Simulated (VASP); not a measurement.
VASP inputs for PbO (strained CsCl)

INCAR

```
GGA = PE
NBANDS = 17
LREAL = .FALSE.
SIGMA = 0.02
EDIFF = 1E-7
IBRION = -1
NSW = 0
LWAVE = .FALSE.
PREC = Accurate
ISMEAR = -1
ISIF = 2
NELM = 120
LCHARG = .FALSE.
ENCUT = 520
LASPH = .TRUE.
```

KPOINTS

```
KPOINTS created by Atomic Simulation Environment
0
Gamma
8 8 8
0 0 0
```

KPOINTS_OPT

```
special points
5
Reciprocal
0.0000000000 0.0000000000 0.0000000000 1
0.0000000000 0.5000000000 0.0000000000 1
0.5000000000 0.5000000000 0.0000000000 1
0.5000000000 0.5000000000 0.5000000000 1
0.0500000000 0.5000000000 0.0500000000 1
```

POSCAR

```
Pb O
 1.0000000000000000
     3.2385079609999998    0.0000000000000000    0.0000000000000000
     0.0000000000000000    3.2385079609999998    0.0000000000000000
     0.0000000000000000    0.0000000000000000    3.2385079609999998
 Pb  O
   1   1
Cartesian
  0.0000000000000000  0.0000000000000000  0.0000000000000000
  1.6192539804999999  1.6192539804999999  1.6192539804999999
```

VASP ran with the recommended PBE PAW datasets (20 valence electrons in the cell).

Task: Estimate the main results of this run.

Result: gap between bands v and c 0.05 eV; least direct gap 0.05 eV; pressure -2.0 GPa.

Band v is the last that the valence electrons fill when counted band by band, and c is the next. Levels in eV from the top of v:

```csv
point,v−1,v,c,c+1
Γ,-1.74,-1.74,8.08,8.08
X,-1.00,-0.56,0.11,7.41
M,-4.38,-0.98,3.68,3.68
R,-2.19,-2.19,0.66,0.66
```
